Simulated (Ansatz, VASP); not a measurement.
# Cross-check of Nb3Au between VASP and Ansatz

One calculation is typed for both programs; each brings its own data sets. How far apart do they land? The cell is taken from a series of runs on this material, whose earlier steps may have relaxed, scaled, displaced or heated it; both programs get it as it stands.

Main program and level: Ansatz 0.2.0; plane waves, with VASP 6.6.1 beside it; relaxation of cell and atoms at r2SCAN with rVV10.

### Step 1. The structure

It takes space group Pm-3n (No. 223, cubic). Conventional cell: a = 5.215 Å, b = 5.215 Å, c = 5.215 Å, α = 90.00°, β = 90.00°, γ = 90.00°. Nearest to Nb lie 2 Nb at 2.61 Å and 4 Au at 2.92 Å. Au has 12 Nb at 2.92 Å nearest. Farther neighbours are not listed.

### Step 2. Ansatz: relaxation of cell and atoms, r2SCAN with rVV10

Ansatz runs on its default PAW (the set named soft_2) files.

The relaxed volume is the usual yardstick between codes: in a stiff, nearly cubic crystal its relative difference is about their pressure difference at one cell divided by the bulk modulus.

The input, input.yaml:

```yaml
crystal:
  lattice:
    - [5.215, 0.0, 0.0]
    - [0.0, 5.215, 0.0]
    - [0.0, 0.0, 5.215]
  atoms:
    - { symbol: Nb, position: [0.25, 0.0, 0.5] }
    - { symbol: Nb, position: [0.5, 0.75, 0.0] }
    - { symbol: Nb, position: [0.75, 0.0, 0.5] }
    - { symbol: Nb, position: [0.5, 0.25, 0.0] }
    - { symbol: Nb, position: [0.0, 0.5, 0.75] }
    - { symbol: Nb, position: [0.0, 0.5, 0.25] }
    - { symbol: Au, position: [0.0, 0.0, 0.0] }
    - { symbol: Au, position: [0.5, 0.5, 0.5] }
kpoints:
  mp_grid: { grid: [6, 6, 6] }
hamiltonian:
  xc: r2scan
  dispersion: rvv10
scf:
  occupations: { method: gaussian, width: 0.1 }
output:
  forces: true
  stress: true
  eigenvalues: true
relax:
  adjacent_minimum: "off"
  f_tol: 0.005
  max_steps: 60
  cell: { stress_tol: 0.03 }
```

The run is started by

```sh
$ ansatz run input.yaml --threads 4 --pin off --max-ram 16384MiB --backend cpu --events-out ev --progress --plain --runs-dir out
```

Numbers of over 12 decimals in the logs are rounded to 6 here.

The program printed:

```text
Engine: ansatz 0.2.0, aarch64-unknown-linux-gnu
Pseudopotentials: kind: paw
Pseudopotential: Nb, paw, valence charge 13, recommended cutoff 500 eV (meta_gga), Nb.paw.azcp
Pseudopotential: Au, paw, valence charge 19, recommended cutoff 500 eV (meta_gga), Au.paw.azcp
Functional definition: r2SCAN+rVV10
  parameter k0 = 0.174
  parameter k1 = 0.065
  parameter a1 = 4.9479
  exchange = r2scan_x(k0 = k0, k1 = k1, a1 = a1)
  correlation = r2scan_c + rvv10(11.95, 0.0093)
Crystal: 8 atoms, lattice volume = 141.828 Å³
Basis set: ecut = 500 eV, 3695 PW (Γ), exchange–correlation on 180×180×180 points (64 copies of the dense FFT grid, shifted against one another)
Bands: 70, of which v1, the nominal top of the filled ones, is band 58 counted from 1 (57 counted from 0)
Symmetry: 48 space group operations
Space group: Pm-3n (ITA 223), of the structure as read, at distance tolerance 5.2e-5 Å
k-points: 20 of 216
Non-local potential: Nb, projectors of the file, l = 0: 3, l = 1: 2, l = 2: 2, l = 3: 1
Non-local potential: Au, projectors of the file, l = 0: 3, l = 1: 2, l = 2: 2, l = 3: 1
PAW form: soft (Blöchl's): semilocal exchange-correlation on the pseudo side does not see the compensation charge
rVV10 density: all electrons in the spheres
PAW frozen core: Nb, regenerated for the run's functional (the file was generated under x = pbe(κ = 0.804, μ = 0.219515), c = pbe(β = 0.066725))
PAW frozen core: Au, regenerated for the run's functional (the file was generated under x = pbe(κ = 0.804, μ = 0.219515), c = pbe(β = 0.066725))
PAW one-centre angular grid: Nb, 590 points (default); XC on 160 Gauss nodes
PAW one-centre angular grid: Au, 590 points (default); XC on 160 Gauss nodes
Initial density: superposition of atomic densities (neutral atoms: chi_scale 0, normalization atom), corrected by the library's trained network
Initial wavefunctions: pseudopotential atomic-orbital guess
Functional: x = r2scan, c = r2scan + rvv10(b = 11.95, C = 0.0093); τ floored in thin density (d = 2e-4 eV/Å³)
SCF iter   1: F=—  HF=-53695.192274 eV  |F-HF|=—  |Δ(HF+E_count)|=         —  Δρ=1.01e-2  dr2=1.54e-1  dr2_τ=1.21e-1  ethr=1.77e-3  ⟨swp⟩=5.0  Hψ=4603  notcnv=0  defer=1
preconditioner: auto → Kerker (q_TF=auto, 2.638 Å⁻¹)  [metal: Δε(μ)=0.002 eV  Ē_g=5.648 eV  σ=0.100 eV  W_gap=0.01  n_scr=32 (ndim 8)  ℏωp=22.5 eV  f_vac=0.000  D(μ)=14.10/eV (n_scr^D=178)]
SCF iter   2: F=—  HF=-53695.216932 eV  |F-HF|=—  |Δ(HF+E_count)|=   2.47e-2  Δρ=4.80e-3  dr2=2.24e-2  dr2_τ=4.50e-3  ethr=1.33e-4  ⟨swp⟩=2.1  Hψ=2204  notcnv=0  defer=4
SCF iter   3: F=—  HF=-53695.219288 eV  |F-HF|=—  |Δ(HF+E_count)|=   2.36e-3  Δρ=1.69e-3  dr2=2.51e-3  dr2_τ=3.12e-4  ethr=1.93e-5  ⟨swp⟩=2.9  Hψ=2308  notcnv=0  defer=4
SCF iter   4: F=—  HF=-53695.220177 eV  |F-HF|=—  |Δ(HF+E_count)|=   8.90e-4  Δρ=3.79e-4  dr2=1.52e-4  dr2_τ=8.08e-6  ethr=2.17e-6  ⟨swp⟩=2.9  Hψ=2642  notcnv=0  defer=4
SCF iter   5: F=—  HF=-53695.220243 eV  |F-HF|=—  |Δ(HF+E_count)|=   6.58e-5  Δρ=8.04e-5  dr2=8.62e-6  dr2_τ=7.05e-7  ethr=1.31e-7  ⟨swp⟩=2.1  Hψ=1873  notcnv=0  defer=4
SCF iter   6: F=—  HF=-53695.220023 eV  |F-HF|=—  |Δ(HF+E_count)|=   2.21e-4  Δρ=1.30e-5  dr2=2.26e-7  dr2_τ=1.70e-8  ethr=7.43e-9  ⟨swp⟩=2.8  Hψ=2543  notcnv=0  defer=4
SCF iter   7: F=-53695.220023 eV  HF=-53695.220023 eV  |F-HF|=2.10e-9  |Δ(HF+E_count)|=   1.05e-7  Δρ=3.47e-6  dr2=1.85e-8  dr2_τ=6.71e-10  ethr=8.62e-11  ⟨swp⟩=8.8  Hψ=5144  notcnv=0
SCF 1 converged in 7 iterations: F = -53695.220023 eV  dr2 = 1.85e-8
  greatest PAW one-centre occupation: 1.003 electrons in one spin orbital (limit 2), on the Au atom at site 7 (counted from 0), in its partial waves of l = 0
relax step   1: F+E_penalty+E_count = -53695.22002272 eV  Δ(F+E_penalty+E_count) = +0.000e0 eV  max|allowed force component| = 2.898e-17 eV/Å  Δτ_max = 0.0000 Å  P = -1.614 GPa  Ω = 141.828 Å³  (7 SCF iters, dr2 threshold 1.00e-7 eV, accepted)
[...]
relax step   4: F+E_penalty+E_count = -53695.22671207 eV  Δ(F+E_penalty+E_count) = -4.267e-5 eV  max|allowed force component| = 8.330e-17 eV/Å  Δτ_max = 0.0000 Å  P = -0.000 GPa  Ω = 140.661 Å³  energy of the carried Pulay correction = +7.635e-4 eV  (4 SCF iters, dr2 threshold 1.20e-8 eV, accepted)
[...]
relax step   5: F+E_penalty+E_count = -53695.22591156 eV  Δ(F+E_penalty+E_count) = +8.005e-4 eV  max|allowed force component| = 4.807e-17 eV/Å  Δτ_max = 0.0000 Å  P = -0.003 GPa  Ω = 140.661 Å³  stress off target by 3.38e-3 GPa  SCF on the basis re-selected at this cell (its energy is not comparable with the rows above)  (6 SCF iters)
basis re-selected at this cell: Δ(F+E_penalty+E_count) = +8.005e-4 eV, ΔP = -0.003 GPa vs the last step (what re-selecting the basis moved, of the pressure what is left beyond the Pulay correction that the steps carried, after the strain that the cell walked since its last selection, with what the two solves' SCF thresholds leave and, on support functions, any second-order correction that the steps lacked; it is no m [...]
SCF converged after 6 iterations
Free energy (F): -53695.225912 eV
Harris-Foulkes:  -53695.225912 eV  (|F-HF|=1.46e-11)
Internal energy: -53695.156602 eV  (E = F + TS)
E sigma→0 (E₀):  -53695.191257 eV
Entropy (-TS):   -0.069310 eV (-8.664 meV/atom)
Fermi energy:    19.119865 eV
--- Per-component energies (eV) ---
  E_band       = -954.226523
  E_kinetic    = 3569.697729
  E_local      = -7997.156457  (includes V_loc(G=0)·N_el)
  E_nonlocal   = 856.635655
  E_hartree    = 2956.299028
  E_xc         = -1443.446587
  E_vxc        = -2039.098841  (∫ρ·V_xc dr)
  E_paw        = -37996.281669  (= ΣΔE_a)
  E_vpaw       = -1388.985232  (= ΣTr[D̂ρ^β])
  E_aug_tail   = 0.001064  (compensation charges beyond the density's cutoff)
  E_vtau       = 132.081622  (kinetic-family band-sum trace: ∫τ·v_τ [+ j·A + Jᵃ·Aᵃ] dr)
  E_ewald      = -13639.398133
  E_core_change = -1.507232  (= ΣΔE_core)
  E_smearing   = -0.069310  (= −TS)
  E_closure    = 0.000000  (closes the sum)
  Σ components = -53695.225912   (vs F -53695.225912, Δ=0.00e0)
--- Forces (eV/Å), atoms counted from 1 ---
  atom   1  Nb    -0.00000000     0.00000000     0.00000000
  atom   2  Nb     0.00000000    -0.00000000     0.00000000
  atom   3  Nb     0.00000000    -0.00000000    -0.00000000
  atom   4  Nb     0.00000000     0.00000000    -0.00000000
  atom   5  Nb     0.00000000     0.00000000     0.00000000
  atom   6  Nb    -0.00000000    -0.00000000    -0.00000000
  atom   7  Au     0.00000000    -0.00000000     0.00000000
  atom   8  Au    -0.00000000     0.00000000     0.00000000
  max |Σ_I F_I| component: 2.26e-17 eV/Å
--- Stress (GPa, compression-positive) ---
       -0.003378       0.000000      -0.000000
        0.000000      -0.003378      -0.000000
       -0.000000      -0.000000      -0.003378
  P = ⅓ Tr σ = -0.0034 GPa (-0.034 kbar)
--- Band table (eV; the first three rows and the last of 20) ---
  k-point 0: bands = [... 54 lower, 17.7828, 17.7828, 17.7828, 19.1961, 19.1961, 19.3529, 19.3529, 19.3529, ... 8 higher]
  k-point 1: bands = [... 54 lower, 17.5447, 17.7782, 17.7782, 19.1896, 19.3046, 19.3273, 19.4160, 19.4160, ... 8 higher]
  k-point 2: bands = [... 54 lower, 18.0511, 18.0511, 18.1093, 19.0850, 19.0957, 19.2432, 19.2432, 19.4648, ... 8 higher]
  k-point 19: bands = [... 54 lower, 17.8799, 17.8799, 19.8119, 19.8119, 19.8119, 19.8119, 19.8119, 19.8119, ... 8 higher]
--- Relaxed structure (4 steps of the walk, 3 accepted, 1 SCFs on fresh bases) ---
  F+E_penalty+E_count = -53695.22591156 eV   max|allowed force component| = 4.807e-17 eV/Å   (the final SCF, on the basis selected at the relaxed cell)
  cell:  # Å, volume = 140.6609 Å³
    - [5.200653, 0, 0]
    - [0, 5.200653, 0]
    - [0, 0, 5.200653]
  atoms:
    - { symbol: Nb, position: [0.250000, 0, 0.500000] }
    - { symbol: Nb, position: [0.500000, 0.750000, 0] }
    - { symbol: Nb, position: [0.750000, 0, 0.500000] }
    - { symbol: Nb, position: [0.500000, 0.250000, 0] }
    - { symbol: Nb, position: [0, 0.500000, 0.750000] }
    - { symbol: Nb, position: [0, 0.500000, 0.250000] }
    - { symbol: Au, position: [0, 0, 0] }
    - { symbol: Au, position: [0.500000, 0.500000, 0.500000] }
```

In the SCF lines HF is the Harris–Foulkes energy and dr2 the Hartree energy of the density residual, in eV; the loop may stop once dr2 is under the threshold and the program's other checks hold. Hψ counts applications of the Hamiltonian.

[end of part 1 of 2]

[Lines on the potential files, build, host, timing and source positions are cut from VASP's logs without a mark.]

[Logs are printed without paths, hosts, clocks, repeated set-up lines and the standing remarks that a program may print on its own settings, such as how far it seeks lower states.]

[Hosts, paths, dates, database ids (printed as entryN), source tags and the programs' standing remarks are cut or masked in the printed files.]
